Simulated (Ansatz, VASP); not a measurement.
Fe in VASP and in Ansatz

```
Fe
1.0
     0.00000    1.84587    1.84587
     1.84587    0.00000    1.84587
     1.84587    1.84587    0.00000
Fe
1
Direct
  0.00000 0.00000 0.00000
```

Change from the starting cell: volume scaled by 1.03, PAW files.

Alike in both runs: task electric field gradients; functional PBE; k mesh 17 × 17 × 17; occupations fermi-dirac, width 0.03 eV; collinear spin.

|  | VASP | Ansatz |
| --- | --- | --- |
| version | VASP 6.6.1 | Ansatz 0.2.0 |
| potentials or method | VASP PAW PBE potentials, release 64 (Fe) | PAW with Ansatz's default frozen-core files, scalar-relativistic |
| plane-wave cutoff (eV) | 520 | 420 |
| valence electrons in the cell | 8 | 16 |

```tsv
	VASP	Ansatz	Ansatz less VASP
pressure (GPa)	-6.3	-6.2	+0.17
net moment per atom (μB)	2.66	2.66	+0.002
size of the moment on the site where the two differ most (μB)	2.66	2.71	+0.048
Vzz of the field gradient on the site that differs most (V/Å²)	0.0	0.0	0.00
```

Site moments also hang on the region over which each program counts them. The two sets of potentials don't hold the same shells in valence.
